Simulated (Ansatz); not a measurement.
Te2Pt (Moncheite):

```
Pt Te
1.0
     4.01000    0.00000    0.00000
    -2.00500    3.47276    0.00000
     0.00000    0.00000    5.20100
Pt Te
1 2
Cartesian
  0.0000 0.0000 0.0000
  2.0050 1.1576 3.9007
  0.0000 2.3152 1.3002
```

Base run:

```yaml
Program: Ansatz 0.2.0
Functional: LDA
Potentials_or_basis: all-electron LAPW, scalar-relativistic
Cutoff: 271 eV (chosen from the basis error)
Basis_error_allowed: 0.002 eV/atom
k_mesh: 8 × 8 × 5
Occupations: fermi-dirac, width 0.05 eV
Spin: no spin polarisation
```

Its results: pressure 2.0 GPa; largest force 0.593 eV/Å.

Question: The run is repeated on the same cell with these changes: functional from LDA to PBEsol. What comes out?

Answer: Pressure 4.1 GPa; largest force 0.739 eV/Å.

PBEsol binds less tightly than LDA, so the same cell stands under more pressure.
